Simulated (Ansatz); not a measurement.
Task: a calculation of the dielectric tensor and Born charges of InSe, space group R3m, with the Python package of Ansatz (0.2.0). Give the script and its output. Level of theory: PBEsol, PAW, cutoff 450 eV, 6×6×6 k-points, fixed occupations.

```xyz
4
Lattice="2.0000 1.1547 8.4400 -2.0000 1.1547 8.4400 0.0000 -2.3094 8.4400" Properties=species:S:1:pos:R:3 pbc="T T T"
In    0.0000    0.0000    0.0000
In    0.0000    0.0000    2.8206
Se    0.0000    0.0000   15.6098
Se    0.0000    0.0000   20.9675
```

The script, `inse_eps.py`:
```python
# -*- coding: utf-8 -*-
"""High-frequency dielectric tensor and Born charges of InSe."""

import ansatz as az
import numpy as np

XC = "pbesol"
CUTOFF_EV = 450
MESH = (6, 6, 6)
OCCUPATIONS = "fixed"

structure = (
    az.Lattice.of((2.0, 1.154701, 8.44), (-2.0, 1.154701, 8.44), (0.0, -2.309401, 8.44))
    .atom("In", (0.0, 0.0, 0.0))
    .atom("In", (0.1114, 0.1114, 0.1114))
    .atom("Se", (0.6165, 0.6165, 0.6165))
    .atom("Se", (0.8281, 0.8281, 0.8281))
)

# an insulator: whole occupations
setup = (
    structure.calculation()
    .functional(XC)
    .basis(CUTOFF_EV)
    .kpoints(*MESH)
    .occupations(OCCUPATIONS)
    .dielectric()
)
done = setup.run()
response = done.dielectric
eps = np.asarray(response.eps_inf)

print(f"mean eps_inf {np.trace(eps) / 3:.3f}, fraction of exact exchange 1/eps = {3 / np.trace(eps):.3f}")
print(np.array2string(eps, precision=3, suppress_small=True))
for index, (site, z) in enumerate(zip(done.lattice.sites, response.zstar_e)):
    print("Born charge tensor of", site.symbol, index)
    print(np.round(z, 3) + 0.0)
print(f"charge neutrality missed by {response.zstar_sum_residual_pre_e:.4f} e before the sum rule")
```

```console
$ python inse_eps.py
mean eps_inf 8.768, fraction of exact exchange 1/eps = 0.114
[[ 8.379  0.    -0.   ]
 [ 0.     8.379  0.   ]
 [-0.     0.     9.545]]
Born charge tensor of In 0
[[2.36  0.    0.   ]
 [0.    2.36  0.   ]
 [0.    0.    1.207]]
Born charge tensor of In 1
[[2.406 0.    0.   ]
 [0.    2.406 0.   ]
 [0.    0.    1.142]]
Born charge tensor of Se 2
[[-2.391  0.     0.   ]
 [ 0.    -2.391  0.   ]
 [ 0.     0.    -1.215]]
Born charge tensor of Se 3
[[-2.375  0.     0.   ]
 [ 0.    -2.375  0.   ]
 [ 0.     0.    -1.135]]
charge neutrality missed by 0.0078 e before the sum rule
```

Reading the output:
- Under fixed occupations the level called the Fermi level is the highest filled one on the SCF mesh; off the mesh a filled band can lie a little above it.
- Of the deposited cell: the entry's cell lengths or inner coordinates differ somewhat from later room-temperature determinations.
- Averages over directions belong to no single polarisation, least of all in layered crystals.
- Pressure is positive in compression.
- The structure is a deposited one; some such entries were measured under pressure or heat, so a shift against it needn't be the functional's error alone.
- This is the electronic (clamped-ion) response; a semilocal gap that is too small tends to raise it. The typed mesh is that of the SCF; the response is solved on denser meshes that the run picks.
- It ran for 10 min on 1 thread of Intel(R) Xeon(R) Processor @ 2.30GHz, with other jobs on the host, peak memory 2.4 GiB.
